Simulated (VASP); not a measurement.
Crystal: CO2.

```xyz
6
Lattice="-1.7759 1.7759 2.9592 1.7759 -1.7759 2.9592 1.7759 1.7759 -2.9592" Properties=species:S:1:pos:R:3 pbc="T T T"
C     0.0000    0.0000    0.0000
C     0.0000    1.7759    1.4796
O     0.7601    0.8880    0.7398
O    -0.8880    1.0158    2.2194
O     1.0158    0.8880    3.6990
O     2.6639    0.7601   -0.7398
```

* Program: VASP 6.6.1
* Task: relaxation of cell and atoms
* Functional: PBEsol
* Potentials or basis: VASP PAW PBE potentials, release 64 (C, O)
* Cutoff: 600 eV
* k mesh: 12 × 12 × 12
* Occupations: gaussian, width 0.03 eV
* Spin: no spin polarisation

At the start: pressure 31.0 GPa; volume 6.22 Å³/atom.

Problem. How do energy, volume and symmetry change on relaxing?

Solution. Over 16 steps the energy falls by 175.1 meV/atom and the volume is 7.63 Å³/atom (+22.7 %); space group I-42d (No. 122, to 0.05 Å).

Step by step:
| step | energy change (eV) | largest force (eV/Å) | pressure (GPa) | volume (Å³) |
| --- | --- | --- | --- | --- |
| 1 | 0.0000 | 1.3730 | 31.04 | 37.33 |
| 2 | -0.7196 | 1.5071 | -10.37 | 44.23 |
| 3 | -0.7223 | 1.4920 | -8.05 | 43.66 |
| 4 | -0.8614 | 0.8084 | 9.58 | 43.93 |
| 5 | -0.9057 | 0.0600 | 3.36 | 43.84 |
| 6 | -0.9771 | 0.0379 | 1.01 | 44.79 |
| 7 | -1.0305 | 0.0183 | -4.27 | 47.16 |
| 8 | -1.0344 | 0.0269 | -3.05 | 46.61 |
| 9 | -1.0423 | 0.3106 | 3.11 | 45.67 |
| 10 | -1.0454 | 0.2099 | 0.92 | 46.00 |
| 11 | -1.0490 | 0.0861 | -0.89 | 45.91 |
| 12 | -1.0503 | 0.0139 | -0.28 | 45.94 |
| 13 | -1.0504 | 0.0220 | 0.12 | 45.84 |
| 14 | -1.0504 | 0.0233 | 0.15 | 45.83 |
| 15 | -1.0505 | 0.0034 | 0.00 | 45.81 |
| 16 | -1.0505 | 0.0062 | -0.04 | 45.81 |

Final structure:
```
C O
1.0
    -1.96413    1.96413    2.96851
     1.96413   -1.96413    2.96851
     1.96413    1.96413   -2.96851
C O
2 4
Direct
  0.00000 0.00000 0.00000
  0.75000 0.25000 0.50000
  0.37500 0.29240 0.41740
  0.70760 0.12500 0.08260
  0.87500 0.95760 0.58260
  0.04240 0.62500 0.91740
```

Caveat: the volume moved by over 15 % at a fixed basis, so the end points are rough; the PAW data sets were made with another functional, which shifts forces and pressure a little; the volume moved by +23 % from the deposited cell, more than functionals usually miss.
